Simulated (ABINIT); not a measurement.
The system is GaP.

```
CELL_PARAMETERS angstrom
0.00000 2.72525 2.72525
2.72525 0.00000 2.72525
2.72525 2.72525 0.00000
ATOMIC_POSITIONS crystal
Ga 0.00000 0.00000 0.00000
P 0.75000 0.75000 0.75000
```

Base run:

* Program: ABINIT 10.8.3 (patched build)
* Functional: PBE0
* Potentials or basis: SPMS NC PBE v1.0
* Cutoff: 816 eV
* k mesh: 6 × 6 × 6
* Occupations: fermi-dirac, width 0.05 eV
* Spin: no spin polarisation

Its results: band gap on the k mesh 2.56 eV, indirect (least direct gap 2.85 eV).

Question: The run is repeated on the same cell with these changes: share of exact exchange from 0.15 to 0.35. What comes out?

Answer: Band gap on the k mesh 3.79 eV, indirect (least direct gap 4.27 eV).

Caveats: exact exchange is summed on a coarse mesh, which widens gaps by tenths of an eV.

A k mesh can miss the band edges.
